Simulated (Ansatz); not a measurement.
# Rb: strain energy, fitted

Rb, Cmcm, a = 4.695 Å, b = 15.676 Å, c = 4.839 Å. This isn't the element's structure at ambient conditions. Ansatz: PBEsol, PAW, 420 eV, Γ-centred 12×12×4 mesh on 4 atoms, Gaussian smearing 0.10 eV; no spin polarisation. Series: uniaxial strain along a, with b, c and atoms relaxed; x is the strain in per cent. The axes a, b, c are those of the computed cell (4.839, 4.695, 15.676 Å), along [0 0 -1], [1 0 0], [0 -1 0] of the cell named above. y is the free energy over the unstrained cell, V0 = 89.031 Å³/atom.

```
x (%) y (meV/atom)
 -4.5          2.33
 -3.0          0.93
 -1.5             ?
  0.0          0.00
  1.5          0.23
  3.0          0.96
  4.5          2.11
```

Task: Fit y = c2 x² + c3 x³ to the other rows, turn c2 into a modulus, and predict the missing energy.

Result: Least squares on the rows shown. y = 0.1088 x² − 0.001067 x³. In eV per unit strain² c2 is 1.088; this is Young's modulus along the axis (E = ½ Y V0 ε²): 2 × 1.088 × 160.2 / (89.031) = 3.9 GPa. Energies this small carry numerical noise of a few hundredths of a meV. With a term in x⁴ added, the coefficient of x² becomes 0.1014, 7 % less, which shows how far this figure hangs on the form. At x = -1.5 the fit asked for gives 0.25 meV/atom. The run gave 0.16 meV/atom, so the fit is 0.09 meV/atom too high, a small miss on the scale of the series.